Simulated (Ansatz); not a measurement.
# Ta2N: what symmetry allows forces and stress to be

```yaml
crystal:
  lattice:
    - [3.11286, 0.00000, 0.00000]
    - [-1.55643, 2.69582, 0.00000]
    - [0.00000, 0.00000, 4.86984]
  atoms:
    - { symbol: Ta, position: [0.66667, 0.33333, 0.74529] }
    - { symbol: Ta, position: [0.33333, 0.66667, 0.30091] }
    - { symbol: N, position: [0.00000, 0.00000, 0.00000] }
```

Theory: DFT PBE, scalar-relativistic, plane waves, PAW in Ansatz 0.2.0.

Settings: cutoff 420 eV, Γ-centred mesh 15×15×8 on the computed 3-atom cell, Gaussian smearing of 0.10 eV; no spin polarisation.

This distorted cell has space group P3m1, with 6 operations.

Without a calculation: in which directions can each atom feel a force?

A force must be left unchanged by every operation that keeps its atom in place, so it lies in the space that those operations leave fixed. Atoms that the group maps onto each other feel forces of one size.
| atom | site symmetry | operations at the site | equivalent to atom | allowed force (Cartesian) |
| --- | --- | --- | --- | --- |
| Ta1 | 3m. | 6 | 1 | along (0.00, 0.00, 1.00) |
| Ta2 | 3m. | 6 | 2 | along (0.00, 0.00, 1.00) |
| N3 | 3m. | 6 | 3 | along (0.00, 0.00, 1.00) |

That leaves 3 independent force components of 9, tied by 1 condition that the forces sum to zero, so 2 remain. A relaxation in this cell that keeps the symmetry moves the atoms in these directions alone.

And the stress tensor?

It must be invariant under the point group, which leaves 2 independent components: yz, xz, xy vanish; xx = yy.

Do the computed values obey this?

Yes. Forces (eV/Å):
```
Ta1  0.000  0.000  2.346
Ta2  0.000  0.000 -3.653
N3   0.000  0.000  1.307
```

Stress (GPa, compression positive, xx yy zz yz xz xy): -2.65 -2.65 3.16 0.00 0.00 0.00. The program imposes the same operations on density, forces and stress, so this confirms the analysis and is no independent test of the calculation.

Spin–orbit coupling is left out, which can shift energies with elements as heavy as these. Spin polarisation was left out, and a magnetic state may lie lower.